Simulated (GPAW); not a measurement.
## Ag: energy against volume and a worked fit

```cif
data_structure
_symmetry_space_group_name_H-M 'Fm-3m'
_symmetry_Int_Tables_number 225
_cell_length_a 4.0855
_cell_length_b 4.0855
_cell_length_c 4.0855
_cell_angle_alpha 90.000
_cell_angle_beta 90.000
_cell_angle_gamma 90.000
_cell_volume 68.19
loop_
_atom_site_label
_atom_site_type_symbol
_atom_site_symmetry_multiplicity
_atom_site_Wyckoff_symbol
_atom_site_fract_x
_atom_site_fract_y
_atom_site_fract_z
_atom_site_occupancy
Ag1 Ag 4 a 0.00000 0.00000 0.00000 1
```

The cell was scaled at fixed shape and fractions and run with GPAW, the program's PAW data sets (release 1.2.1) made for this functional, other valence, cutoff 600 eV; LDA, k mesh 11 × 11 × 11 on the cell of 1 atom, fermi-dirac occupations of 0.05 eV, no spin polarisation, no spin-orbit coupling. Energies are those that the program minimises, any entropy of the smearing included. For a metal such a mesh isn't converged to the digits shown.

```tsv
V (Å³/atom)	energy over the lowest row (meV/atom)
16.0252	1.53
16.3662	0.00
16.7071	4.41
17.0481	13.96
17.3890	?
17.7300	45.67
18.0710	66.64
```

**Question.** Fit the third-order Birch-Murnaghan form, give V0, B0 and B′, and predict the energy left open.

**Answer.** With y = (V0/V)^(2/3), E = E0 + (9 V0 B0/16) [(y - 1)³ B′ + (y - 1)² (6 - 4y)]. Least squares through the rows shown give V0 = 16.2769 Å³/atom, E0 = -0.22 meV, B0 = 138.7 GPa (1 eV/Å³ = 160.218 GPa) and B′ = 6.07, with a largest miss of 0.01 meV. At V = 17.3890 the form with these constants gives 27.92 meV; the run gave 27.92 meV an atom. Measured volume: 17.05 Å³/atom at 293.15 K (a printed reference work), so the fit lies -4.5 % from it. The runs are for a static lattice.
